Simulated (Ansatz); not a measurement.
# Al(111) / 1 layer Ru(0001) / Al(111): resistance against film thickness, part 2 of 2

Aim: what a thin film of another metal adds to the resistance, first Al(111) / 1 layer Ru(0001) / Al(111).

Ansatz 0.2.0; Ansatz plane-wave DFT, PBE, PAW files; ballistic transport by layer matching (Landauer), zero bias; PAW set soft_1.

So far. Step 2 (With 1 layer): The lead's potential steps by 10 meV from period to period, small in itself. The program estimates the junction's conductance to 2.6 % from the k-mesh, 0.1 % from the leads' distance from neutral and 1.9 % from their steps. Step 3 (With 3 layers, k-mesh 15×15×1, film layers 3): The conductance of the junction is 3.0e14 S/m², 0.30 times the 9.9e14 S/m² of the last finished run.

## (4) With 5 layers, k-mesh 15×15×1, film layers 5

The stack now holds 5 film layers; the k-mesh follows the cell, and the energies span -0.27 to 0.27 eV.

System of this step: Al(111) / 5 layers Ru(0001) / Al(111). The cell holds 13 atoms: 8 Al and 5 Ru. Cell: a = 2.862 Å, b = 2.862 Å, c = 28.263 Å, α = 90.0°, β = 90.0°, γ = 120.0°. It derives from Al and Ru. Regions: lead, 8 atoms (8 Al); films, 5 atoms (5 Ru). The structure is stacked along c, and the current runs across the ab planes.

File input.yaml:

```yaml
crystal:
  lattice:
    - [2.862347037, 0.0, 0.0]
    - [-1.4311735185, 2.4788652485, 0.0]
    - [0.0, 0.0, 28.262617548]
  atoms:
    - { symbol: Al, position: [0.0, 0.0, 0.0413460743] }
    - { symbol: Al, position: [0.3333333333, 0.6666666667, 0.1240382229] }
    - { symbol: Al, position: [0.6666666667, 0.3333333333, 0.2067303714] }
    - { symbol: Al, position: [0.0, 0.0, 0.28942252] }
    - { symbol: Ru, position: [0.3333333333, 0.6666666667, 0.3646148754] }
    - { symbol: Ru, position: [0.6666666667, 0.3333333333, 0.4323074377] }
    - { symbol: Ru, position: [0.3333333333, 0.6666666667, 0.5] }
    - { symbol: Ru, position: [0.6666666667, 0.3333333333, 0.5676925623] }
    - { symbol: Ru, position: [0.3333333333, 0.6666666667, 0.6353851246] }
    - { symbol: Al, position: [0.6666666667, 0.3333333333, 0.71057748] }
    - { symbol: Al, position: [0.0, 0.0, 0.7932696286] }
    - { symbol: Al, position: [0.3333333333, 0.6666666667, 0.8759617771] }
    - { symbol: Al, position: [0.6666666667, 0.3333333333, 0.9586539257] }
kpoints:
  mp_grid: { grid: [15, 15, 1] }
hamiltonian:
  xc: pbe
  pseudopotentials: { kind: paw, azcp: { folder: soft_1 } }
scf:
  occupations: { method: fermi_dirac, width: 0.1 }
output:
  transmission:
    leads: [[0, 1]]
    kmesh: [30, 30]
    e_range: [-0.27, 0.27]
    de: 0.036
  write_potential: true
  write_density: true
  volumetric_format: npy
```

The run is started by

```bash
ansatz run input.yaml --threads 4 --pin off --max-ram 15360MiB --backend cpu --events-out ev --progress --plain --runs-dir out
```

Numbers of over 12 decimals in the logs are rounded to 6 here.

Output:

```text
[...]
Crystal: 13 atoms, lattice volume = 200.534 Å³
Basis set: ecut = 420 eV, 3935 PW (Γ)
Bands: 65, of which v1, the nominal top of the filled ones, is band 52 counted from 1 (51 counted from 0)
Symmetry: 6 space group operations
[...]
k-points: 27 of 225 (time reversal used)
[...]
--- Transmission ---
  basis      : 61 plane waves across, 42 finite elements along
  points     : 91, standing for a mesh of 30 x 30
[...]
filled         : 24.8 meV over the level at which it is neutral
    channels       : 1.354444e0 a spin
[...]
slowest decay  : 0.0608 /Å at (0.3000, 0.3000)
  junction   : crystal 0 to crystal 0, 0.70 to 26.62 Å
    transmission   : 1.988382e-1 a spin
[...]
resistance     : 3.5655e-3 Ω µm² beyond half of each lead's own
[key lines of the parts left out:]
SCF converged after 9 iterations
Free energy (F): -33693.410393 eV
Fermi energy:    13.108260 eV
```

The job ended after 50 s (4 threads of Arm Neoverse V1, shared host; peak memory 0.71 GiB).

This step gave:

| Property | Result |
| --- | --- |
| free energy | -33693.4104 eV |
| energy at zero smearing | -33693.2935 eV |
| Fermi energy | 13.11 eV |
| step of the lead's potential | 13 meV |
| ballistic conductance of the lead | 1.48e15 S/m² |
| estimated errors of the lead's conductance | 0, 3.8, 0.4 % (band edges, k-mesh, distance from neutral) |
| lead conductance per cell | 1.354 G₀ |
| conductance of the junction | 2.36e14 S/m² |
| junction conductance per cell | 0.2159 G₀ |
| estimated errors of the junction's conductance | 0.5, 0, 13.9, 20.1, 5.8 % (energy step, band edges, k-mesh, leads' steps, distance from neutral) |
| area resistance that the stack adds (contact term taken off, spin by spin) | 3.566 fΩ m² |

Per spin. Transmission, zone mean against energy, zero at the Fermi level:

| energy (eV) | transmission, zone mean |
| --- | --- |
| -0.270 | 0.325 |
| -0.234 | 0.293 |
| -0.198 | 0.284 |
| -0.162 | 0.273 |
| -0.126 | 0.291 |
| -0.090 | 0.275 |
| -0.054 | 0.245 |
| -0.018 | 0.226 |
| 0.018 | 0.199 |
| 0.054 | 0.189 |
| 0.090 | 0.195 |
| 0.126 | 0.206 |
| 0.162 | 0.229 |
| 0.198 | 0.219 |
| 0.234 | 0.232 |
| 0.270 | 0.228 |

The conductance of the junction is 2.4e14 S/m², 22 % under the 3.0e14 S/m² of the last finished run, no more than the error estimates, leads' steps apart, of 9.2 and 14 % together.

## (5) With 7 layers, k-mesh 15×15×1, film layers 7

The stack now holds 7 film layers; the k-mesh follows the cell, and the energies span -0.27 to 0.27 eV.

System of this step: Al(111) / 7 layers Ru(0001) / Al(111). The cell holds 15 atoms: 8 Al and 7 Ru. Cell: a = 2.862 Å, b = 2.862 Å, c = 32.089 Å, α = 90.0°, β = 90.0°, γ = 120.0°. It derives from Al and Ru. Regions: lead, 8 atoms (8 Al); films, 7 atoms (7 Ru). The structure is stacked along c, and the current runs across the ab planes.

input.yaml, the sections that differ from step 4:

```yaml
crystal:
  lattice:
    - [2.862347037, 0.0, 0.0]
    - [-1.4311735185, 2.4788652485, 0.0]
    - [0.0, 0.0, 32.0889555459]
  atoms:
    - { symbol: Al, position: [0.0, 0.0, 0.0364159028] }
    - { symbol: Al, position: [0.3333333333, 0.6666666667, 0.1092477083] }
    - { symbol: Al, position: [0.6666666667, 0.3333333333, 0.1820795138] }
    - { symbol: Al, position: [0.0, 0.0, 0.2549113193] }
    - { symbol: Ru, position: [0.3333333333, 0.6666666667, 0.3211376189] }
    - { symbol: Ru, position: [0.6666666667, 0.3333333333, 0.3807584126] }
    - { symbol: Ru, position: [0.3333333333, 0.6666666667, 0.4403792063] }
    - { symbol: Ru, position: [0.6666666667, 0.3333333333, 0.5] }
    - { symbol: Ru, position: [0.3333333333, 0.6666666667, 0.5596207937] }
    - { symbol: Ru, position: [0.6666666667, 0.3333333333, 0.6192415874] }
    - { symbol: Ru, position: [0.3333333333, 0.6666666667, 0.6788623811] }
    - { symbol: Al, position: [0.6666666667, 0.3333333333, 0.7450886807] }
    - { symbol: Al, position: [0.0, 0.0, 0.8179204862] }
    - { symbol: Al, position: [0.3333333333, 0.6666666667, 0.8907522917] }
    - { symbol: Al, position: [0.6666666667, 0.3333333333, 0.9635840972] }
# kpoints, hamiltonian, scf, output: as in step 4
```

Output:

```text
[...]
Crystal: 15 atoms, lattice volume = 227.683 Å³
Basis set: ecut = 420 eV, 4463 PW (Γ)
Bands: 83, of which v1, the nominal top of the filled ones, is band 68 counted from 1 (67 counted from 0)
Symmetry: 6 space group operations
[...]
k-points: 27 of 225 (time reversal used)
[...]
--- Transmission ---
  basis      : 61 plane waves across, 50 finite elements along
  points     : 91, standing for a mesh of 30 x 30
[...]
filled         : 23.3 meV over the level at which it is neutral
    channels       : 1.354444e0 a spin
[...]
slowest decay  : 0.0612 /Å at (0.3000, 0.3000)
  junction   : crystal 0 to crystal 0, 0.70 to 30.45 Å
    transmission   : 2.092304e-1 a spin
[...]
resistance     : 3.5889e-3 Ω µm² beyond half of each lead's own
[key lines of the parts left out:]
SCF converged after 9 iterations
Free energy (F): -45450.256682 eV
Fermi energy:    14.349954 eV
```

The job ended after 68 s (4 threads; peak memory 0.88 GiB).

This step gave:

* free energy: -45450.2567 eV
* energy at zero smearing: -45450.1069 eV
* Fermi energy: 14.35 eV
* step of the lead's potential: 17.5 meV
* conductance of the junction: 2.34e14 S/m²
* junction conductance per cell: 0.2147 G₀
* estimated errors of the junction's conductance: 0, 0, 12.3, 33.7, 0 % (energy step, band edges, k-mesh, leads' steps, distance from neutral)
* area resistance that the stack adds (contact term taken off, spin by spin): 3.589 fΩ m²

Per spin. Table of transmission, zone mean by energy, zero at the Fermi level:

| energy (eV) | transmission, zone mean |
| --- | --- |
| -0.270 | 0.217 |
| -0.234 | 0.213 |
| -0.198 | 0.228 |
| -0.162 | 0.262 |
| -0.126 | 0.241 |
| -0.090 | 0.226 |
| -0.054 | 0.217 |
| -0.018 | 0.214 |
| 0.018 | 0.209 |
| 0.054 | 0.214 |
| 0.090 | 0.255 |
| 0.126 | 0.256 |
| 0.162 | 0.285 |
| 0.198 | 0.305 |
| 0.234 | 0.274 |
| 0.270 | 0.293 |

The conductance of the junction is 2.3e14 S/m², 0.56 % under the 2.4e14 S/m² of the last finished run, within the error estimates, leads' steps apart, of 14 and 12 %. The estimate from the leads' steps, 34 %, is larger still.

## (6) With 9 layers, k-mesh 15×15×1, film layers 9

The stack now holds 9 film layers; the k-mesh follows the cell, and the energies span -0.27 to 0.27 eV.

System of this step: Al(111) / 9 layers Ru(0001) / Al(111). The cell holds 17 atoms: 8 Al and 9 Ru. Cell: a = 2.862 Å, b = 2.862 Å, c = 35.915 Å, α = 90.0°, β = 90.0°, γ = 120.0°. It derives from Al and Ru. Regions: lead, 8 atoms (8 Al); films, 9 atoms (9 Ru). The structure is stacked along c, and the current runs across the ab planes.

input.yaml, the sections that differ from step 5:

```yaml
crystal:
  lattice:
    - [2.862347037, 0.0, 0.0]
    - [-1.4311735185, 2.4788652485, 0.0]
    - [0.0, 0.0, 35.9152935438]
  atoms:
    - { symbol: Al, position: [0.0, 0.0, 0.0325362309] }
    - { symbol: Al, position: [0.3333333333, 0.6666666667, 0.0976086928] }
    - { symbol: Al, position: [0.6666666667, 0.3333333333, 0.1626811546] }
    - { symbol: Al, position: [0.0, 0.0, 0.2277536165] }
    - { symbol: Ru, position: [0.3333333333, 0.6666666667, 0.2869243088] }
    - { symbol: Ru, position: [0.6666666667, 0.3333333333, 0.3401932316] }
    - { symbol: Ru, position: [0.3333333333, 0.6666666667, 0.3934621544] }
    - { symbol: Ru, position: [0.6666666667, 0.3333333333, 0.4467310772] }
    - { symbol: Ru, position: [0.3333333333, 0.6666666667, 0.5] }
    - { symbol: Ru, position: [0.6666666667, 0.3333333333, 0.5532689228] }
    - { symbol: Ru, position: [0.3333333333, 0.6666666667, 0.6065378456] }
    - { symbol: Ru, position: [0.6666666667, 0.3333333333, 0.6598067684] }
    - { symbol: Ru, position: [0.3333333333, 0.6666666667, 0.7130756912] }
    - { symbol: Al, position: [0.6666666667, 0.3333333333, 0.7722463835] }
    - { symbol: Al, position: [0.0, 0.0, 0.8373188454] }
    - { symbol: Al, position: [0.3333333333, 0.6666666667, 0.9023913072] }
    - { symbol: Al, position: [0.6666666667, 0.3333333333, 0.9674637691] }
# kpoints, hamiltonian, scf, output: as in step 5
```

Output:

```text
[...]
Crystal: 17 atoms, lattice volume = 254.832 Å³
Basis set: ecut = 420 eV, 5005 PW (Γ)
Bands: 101, of which v1, the nominal top of the filled ones, is band 84 counted from 1 (83 counted from 0)
Symmetry: 6 space group operations
[...]
k-points: 27 of 225 (time reversal used)
[...]
--- Transmission ---
  basis      : 61 plane waves across, 57 finite elements along
  points     : 91, standing for a mesh of 30 x 30
[...]
filled         : 16.9 meV over the level at which it is neutral
    channels       : 1.354444e0 a spin
[...]
slowest decay  : 0.0627 /Å at (0.3000, 0.3000)
  junction   : crystal 0 to crystal 0, 0.70 to 34.28 Å
    transmission   : 2.459677e-1 a spin
[...]
resistance     : 2.8466e-3 Ω µm² beyond half of each lead's own
[key lines of the parts left out:]
SCF converged after 10 iterations
Free energy (F): -57207.088411 eV
Fermi energy:    15.309745 eV
```

Elapsed: 86 s, on 4 threads; peak memory 1.1 GiB; 5.2 min of CPU time.

This step gave:

* free energy: -57207.0884 eV
* energy at zero smearing: -57206.9008 eV
* Fermi energy: 15.31 eV
* step of the lead's potential: 15.9 meV
* estimated errors of the lead's conductance: 0, 3.8, 0.3 % (band edges, k-mesh, distance from neutral)
* lead conductance per cell: 1.352 G₀
* conductance of the junction: 2.84e14 S/m²
* junction conductance per cell: 0.2599 G₀
* estimated errors of the junction's conductance: 0.7, 0, 11.3, 36.7, 4 % (energy step, band edges, k-mesh, leads' steps, distance from neutral)
* area resistance that the stack adds (contact term taken off, spin by spin): 2.847 fΩ m²

Per spin. The transmission, zone mean by energy, zero at the Fermi level:

| energy (eV) | transmission, zone mean |
| --- | --- |
| -0.270 | 0.276 |
| -0.234 | 0.259 |
| -0.198 | 0.278 |
| -0.162 | 0.289 |
| -0.126 | 0.304 |
| -0.090 | 0.271 |
| -0.054 | 0.292 |
| -0.018 | 0.276 |
| 0.018 | 0.246 |
| 0.054 | 0.214 |
| 0.090 | 0.189 |
| 0.126 | 0.185 |
| 0.162 | 0.219 |
| 0.198 | 0.242 |
| 0.234 | 0.265 |
| 0.270 | 0.250 |

The conductance of the junction is 2.8e14 S/m², 21 % over the 2.3e14 S/m² of the last finished run, no more than the error estimates, leads' steps apart, of 12 and 11 % together. The estimate from the leads' steps, 37 %, is larger still.

## (7) All levels side by side

Times are for 4 threads of Arm Neoverse V1, shared host. The series side by side:

| no. | film layers | area resistance that the stack adds (contact term taken off, spin by spin) (fΩ m²) | conductance of the junction (S/m²) | time | memory (GiB) |
| --- | --- | --- | --- | --- | --- |
| 1 | 1 | 0.3316 | 9.90e14 | 62 s | 0.52 |
| 2 | 3 | 2.644 | 3.01e14 | 36 s | 0.52 |
| 3 | 5 | 3.566 | 2.36e14 | 50 s | 0.71 |
| 4 | 7 | 3.589 | 2.34e14 | 68 s | 0.88 |
| 5 | 9 | 2.847 | 2.84e14 | 86 s | 1.1 |

## (8) With 3 layers

The same run once more with an input made wrong on purpose.

This step: Ansatz plane-wave DFT, PBE, PAW files; ballistic transport by layer matching (Landauer), zero bias; changed: output.transmission.temperature = 0, scf.max_iter = 60 (Ansatz 0.2.0).

System of this step: Al(111) / 3 layers Ru(0001) / Al(111). The cell holds 11 atoms: 8 Al and 3 Ru. Cell: a = 2.862 Å, b = 2.862 Å, c = 24.436 Å, α = 90.0°, β = 90.0°, γ = 120.0°. It derives from Al and Ru. Regions: lead, 8 atoms (8 Al); films, 3 atoms (3 Ru). The structure is stacked along c, and the current runs across the ab planes.

File input.yaml:

```yaml
crystal:
  lattice:
    - [2.862347037, 0.0, 0.0]
    - [-1.4311735185, 2.4788652485, 0.0]
    - [0.0, 0.0, 24.4362795502]
  atoms:
    - { symbol: Al, position: [0.0, 0.0, 0.0478202208] }
    - { symbol: Al, position: [0.3333333333, 0.6666666667, 0.1434606625] }
    - { symbol: Al, position: [0.6666666667, 0.3333333333, 0.2391011042] }
    - { symbol: Al, position: [0.0, 0.0, 0.3347415459] }
    - { symbol: Ru, position: [0.3333333333, 0.6666666667, 0.4217078445] }
    - { symbol: Ru, position: [0.6666666667, 0.3333333333, 0.5] }
    - { symbol: Ru, position: [0.3333333333, 0.6666666667, 0.5782921555] }
    - { symbol: Al, position: [0.6666666667, 0.3333333333, 0.6652584541] }
    - { symbol: Al, position: [0.0, 0.0, 0.7608988958] }
    - { symbol: Al, position: [0.3333333333, 0.6666666667, 0.8565393375] }
    - { symbol: Al, position: [0.6666666667, 0.3333333333, 0.9521797792] }
kpoints:
  mp_grid: { grid: [15, 15, 1] }
hamiltonian:
  xc: pbe
  pseudopotentials: { kind: paw, azcp: { folder: soft_1 } }
scf:
  occupations: { method: fermi_dirac, width: 0.1 }
  max_iter: 60
output:
  transmission:
    leads: [[0, 1]]
    kmesh: [30, 30]
    e_range: [-0.27, 0.27]
    de: 0.036
    temperature: 0
  write_potential: true
  write_density: true
  volumetric_format: npy
```

Output:

```text
Error: invalid value for `output.transmission.temperature`: must be finite and ≥ 1.2; got 0 K
```

The job ended after 0.05 s (4 threads; peak memory 0.06 GiB).

The input was rejected at the start.

The program's message: “Error: invalid value for `output.transmission.temperature`: must be finite and ≥ 1.2; got 0 K”

The change that led to it: output.transmission.temperature = 0.

## (9) Results

| Property | Result |
| --- | --- |
| area resistance, 1 layer | 0.332 fΩ m² |
| area resistance, 3 layers | 2.64 fΩ m² |
| area resistance, 5 layers | 3.57 fΩ m² |
| area resistance, 7 layers | 3.59 fΩ m² |
| area resistance, 9 layers | 2.85 fΩ m² |

What this shows: The stack adds 0.33 fΩ m² with 1 layer and 2.8 fΩ m² with 9. From 3 layers on no step exceeds the two runs' error estimates together, as expected where only the two interfaces scatter; half the mean, 1.6 fΩ m², is a rough coherent figure for one interface. Atoms sit on ideal sites and aren't relaxed. The program's error estimates for the conductances, leads' steps apart, run from 2.6 to 14 %. The program's estimate of the error from the leads' steps alone runs to 37 %, although the steps are small; only longer leads would test it. Ru(0001) is stretched by 5.8 % in plane to fit Al(111).

[Logs are printed without paths, hosts, clocks, repeated set-up lines and the standing remarks that a program may print on its own settings, such as how far it seeks lower states.]

[Hosts, paths, dates, database ids (printed as entryN), source tags and the programs' standing remarks are cut or masked in the printed files.]
